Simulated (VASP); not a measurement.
**Sn in VASP 6.6.1, single-point calculation**

INCAR

```
SIGMA = 0.02
ISMEAR = -1
NELM = 58
GGA = PE
LCHARG = .FALSE.
PREC = Single
LASPH = .TRUE.
ENCUT = 300
LREAL = .FALSE.
NBANDS = 21
LWAVE = .FALSE.
ISIF = 2
IBRION = -1
EDIFF = 1E-7
NSW = 0
```

KPOINTS

```
KPOINTS created by Atomic Simulation Environment
0
Gamma
6 6 6
0 0 0
```

POSCAR

```
Sn
 1.0000000000000000
     0.0000000000000000    3.2844597792000001    3.2844597792000001
     3.4503249980000001    0.0000000000000000    3.2844597792000001
     3.4503249980000001    3.2844597792000001    0.0000000000000000
 Sn
   2
Cartesian
  0.0000000000000000  0.0000000000000000  0.0000000000000000
  1.7251624989999998  1.6422298896000003  1.6422298896000003
```

The recommended PBE PAW datasets give the neutral cell 28 valence electrons.

Command

```
mpirun -np 1 vasp_std
```

OSZICAR

```
N       E                     dE             d eps       ncg     rms          rms(c)
DAV:   1     0.193721651629E+03    0.19372E+03   -0.11024E+04  1285   0.134E+03
DAV:   2     0.121453123409E+02   -0.18158E+03   -0.17813E+03  1280   0.357E+02
DAV:   3    -0.714093347509E+01   -0.19286E+02   -0.19205E+02  1490   0.121E+02
DAV:   4    -0.766849761973E+01   -0.52756E+00   -0.52744E+00  1440   0.226E+01
DAV:   5    -0.768768065415E+01   -0.19183E-01   -0.19183E-01  1829   0.374E+00    0.282E+00
DAV:   6    -0.765990950421E+01    0.27771E-01   -0.19999E-02  1668   0.167E+00    0.166E+00
DAV:   7    -0.764642212186E+01    0.13487E-01   -0.35371E-02  1422   0.183E+00    0.144E-01
DAV:   8    -0.764813867577E+01   -0.17166E-02   -0.44206E-03  1435   0.710E-01    0.479E-02
DAV:   9    -0.764854989256E+01   -0.41122E-03   -0.47373E-04  1388   0.125E-01    0.128E-02
DAV:  10    -0.764857377896E+01   -0.23886E-04   -0.41073E-05  1478   0.509E-02    0.572E-03
DAV:  11    -0.764857870232E+01   -0.49234E-05   -0.77444E-06  1395   0.139E-02    0.786E-04
DAV:  12    -0.764857879046E+01   -0.88140E-07   -0.23950E-07  1230   0.321E-03
   1 F= -.76485788E+01 E0= -.76479919E+01  d E =-.117372E-02
```

From OUTCAR

```
k-points           NKPTS =     30   k-points in BZ     NKDIM =     30   number of bands    NBANDS=     21

   NELECT =      28.0000    total number of electrons

   dimension x,y,z NGX =    28 NGY =   28 NGZ =   28
   dimension x,y,z NGXF=    28 NGYF=   28 NGZF=   28

  energy-cutoff  :      300.00
  volume of cell :       74.44
      direct lattice vectors                 reciprocal lattice vectors
     0.000000000  3.284459779  3.284459779    -0.144913885  0.152232036  0.152232036
     3.450324998  0.000000000  3.284459779     0.144913885 -0.152232036  0.152232036
     3.450324998  3.284459779  0.000000000     0.144913885  0.152232036 -0.152232036

 k-points in reciprocal lattice and weights: KPOINTS created by Atomic Simulation Env
   0.00000000  0.00000000  0.00000000       0.005
   0.16666667  0.00000000  0.00000000       0.037
   0.33333333  0.00000000  0.00000000       0.037
   0.50000000  0.00000000  0.00000000       0.019
   0.16666667  0.16666667  0.00000000       0.019
   0.33333333  0.16666667  0.00000000       0.074
   0.50000000  0.16666667  0.00000000       0.074
  -0.33333333  0.16666667 -0.00000000       0.074
   ...

 E-fermi :   4.6275

 k-point     1 :       0.0000    0.0000    0.0000
  band No.  band energies     occupation
      1     -16.7294      2.00000
      2     -16.7294      2.00000
      3     -16.7163      2.00000
      4     -16.6786      2.00000
      5     -16.6764      2.00000
      6     -16.4492      2.00000
      7     -16.4399      2.00000
      8     -16.4247      2.00000
      9     -16.4247      2.00000
     10     -16.4240      2.00000
     11      -5.2750      2.00000
     12       3.5466      2.00000
     13       4.6539      0.42188
     14       4.9750      0.00000
     15       4.9753      0.00000
     16       6.8673      0.00000
     17       6.8675      0.00000
     18       7.0655      0.00000
     19       9.7429      0.00000
     20      12.1249      0.00000
     21      12.5629      0.00000

 k-point     2 :       0.1667    0.0000    0.0000
  band No.  band energies     occupation
      1     -16.7424      2.00000
      2     -16.7336      2.00000
      3     -16.7196      2.00000
      4     -16.6589      2.00000
      5     -16.6585      2.00000
      6     -16.4637      2.00000
      7     -16.4635      2.00000
      8     -16.4339      2.00000
      9     -16.4109      2.00000
     10     -16.4034      2.00000
     11      -5.0314      2.00000
     12       1.8695      2.00000
     13       4.3575      2.00000
     14       4.5992      1.60900
     15       5.1371      0.00000
     16       7.4004      0.00000
     17       7.4253      0.00000
     18       7.9639      0.00000
     19      10.7769      0.00000
     20      11.4116      0.00000
     21      11.8232      0.00000

 ...

  Total       -0.7739422     -0.0822748     -0.0822748      0.0000000      0.0000000      0.0000000
  in kB      -16.6571703     -1.7707591     -1.7707591      0.0000000      0.0000000      0.0000000
  external PRESSURE =      -6.7328962 kB  Pullay stress =       0.0000000 kB

 POSITION                                       TOTAL-FORCE (eV/Angst)
 -----------------------------------------------------------------------------------
      0.00000      0.00000      0.00000         0.000000      0.000000      0.000000
      1.72516      1.64223      1.64223        -0.000000     -0.000000     -0.000000
 -----------------------------------------------------------------------------------
    total drift:                               -0.000000      0.000000     -0.000000

  FREE ENERGIE OF THE ION-ELECTRON SYSTEM (eV)
  ---------------------------------------------------
  free  energy   TOTEN  =        -7.6485787905 eV

  energy  without entropy=       -7.6474050719  energy(sigma->0) =       -7.64799193
```

It converged. Results: gap between bands v and c on the k mesh -0.38 eV (bands overlap: a metal); least direct gap on the k mesh 0.00 eV; pressure -0.7 GPa. Band v is the last that the valence electrons fill when counted band by band, and c is the next.

For comparison, a separate PBE run of the intended cell, on usual settings and not on those above, gives a gap of -0.38 eV on its mesh and a pressure of -0.3 GPa.

The run above took about 21 s on one core of a shared host (Intel Xeon Platinum 8488C) and held 0.12 GiB at most.
